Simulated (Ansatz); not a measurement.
CuO (Tenorite):

```
Cu O
1.0
     2.34185   -1.71130    0.00000
     2.34185    1.71130    0.00000
    -0.85003    0.00000    5.05787
Cu O
2 2
Direct
  0.50000 0.00000 0.50000
  0.00000 0.50000 0.00000
  0.41840 0.58160 0.75000
  0.58160 0.41840 0.25000
```

Base run:

- Program: Ansatz 0.2.0
- Functional: RPBE
- Potentials or basis: Ansatz PAW
- Cutoff: 420 eV (not typed: the program's choice for these potentials)
- k mesh: 10 × 10 × 5
- Occupations: gaussian, width 0.1 eV
- Spin: no spin polarisation

Its results: band gap on the k mesh none (metal or under the smearing width); pressure 11.3 GPa; largest force 0.191 eV/Å.

**Question.** The run is repeated on the same cell with these changes: functional from RPBE to PBE. What comes out?

**Answer.** Band gap on the k mesh none (metal or under the smearing width); pressure 5.7 GPa; largest force 0.263 eV/Å.

PBE binds more tightly than RPBE, so the same cell stands under less pressure.

Caveats: the run has no spin polarisation, though such a crystal can be magnetic; semilocal functionals often make such compounds metallic where correlation or magnetic order opens a gap, which also shifts bond lengths; the PAW data sets come from PBE, with cores solved anew for the run's functional, which leaves a small shift of forces and pressure (some runs).
